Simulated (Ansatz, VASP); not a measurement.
One calculation of MgO, two programs

The input INCAR:

```
SYSTEM = MgO
  ALGO = Normal
  EDIFF = 1E-7
  ENCUT = 520
  GGA = PS
  ISIF = 2
  ISMEAR = 0
  LASPH = .TRUE.
  LCHARG = .FALSE.
  LREAL = .FALSE.
  LWAVE = .FALSE.
  NBANDS = 11
  NELM = 80
  PREC = Accurate
  SIGMA = 0.01
```

Contents of KPOINTS:

```
k-points
0
G
  12 12 8
  0 0 0
```

POSCAR

```
MgO
1.0
    2.9380209000      0.0000000000      0.0000000000
   -1.4690104500      2.5444007400      0.0000000000
    0.0000000000      0.0000000000      2.6796800000
Mg O
1 1
Direct
    0.0000000000      0.0000000000      0.0000000000
    0.3333333333      0.6666666667      0.5000000000
```

Input for Ansatz:

```yaml
crystal:
  lattice:
    - [2.9380209, 0.0, 0.0]
    - [-1.46901045, 2.54440074, 0.0]
    - [0.0, 0.0, 2.67968]
  atoms:
    - { symbol: Mg, position: [0.0, 0.0, 0.0] }
    - { symbol: O, position: [0.3333333333333333, 0.6666666666666666, 0.5] }
kpoints:
  mp_grid:
    grid: [12, 12, 8]
    shift: [0.0, 0.0, 0.0]
hamiltonian:
  xc: pbesol
scf:
  occupations:
    method: fixed
output:
  stress: true
  eigenvalues: true
```

Measurements of this composition are mostly on another form, of space group No. 225.

Alike in both runs: task single point; functional PBEsol; k mesh 12 × 12 × 8; no spin polarisation.

|  | VASP | Ansatz |
| --- | --- | --- |
| version | VASP 6.6.1 | Ansatz 0.2.0 |
| potentials or method | VASP PAW PBE potentials, release 64 (Mg, O) | plane waves, PAW |
| plane-wave cutoff (eV) | 520 | 420 |
| occupations | gaussian, width 0.01 eV | fixed |
| valence electrons in the cell | 8 | 16 |

Ansatz gave:

* gap on the k mesh at the Fermi level (eV): 2.92
* pressure (GPa): -3.9
* largest component of the traceless stress (GPa): 0.11

**Question.** What did VASP give for the same quantities?

**Answer.** gap on the k mesh at the Fermi level (eV): 2.92; pressure (GPa): -4.4; largest component of the traceless stress (GPa): 0.18.

The two sets of potentials don't hold the same shells in valence.

Caveats: the PAW data sets were made with another functional, which shifts forces and pressure a little (VASP). A k mesh can miss the band edges.
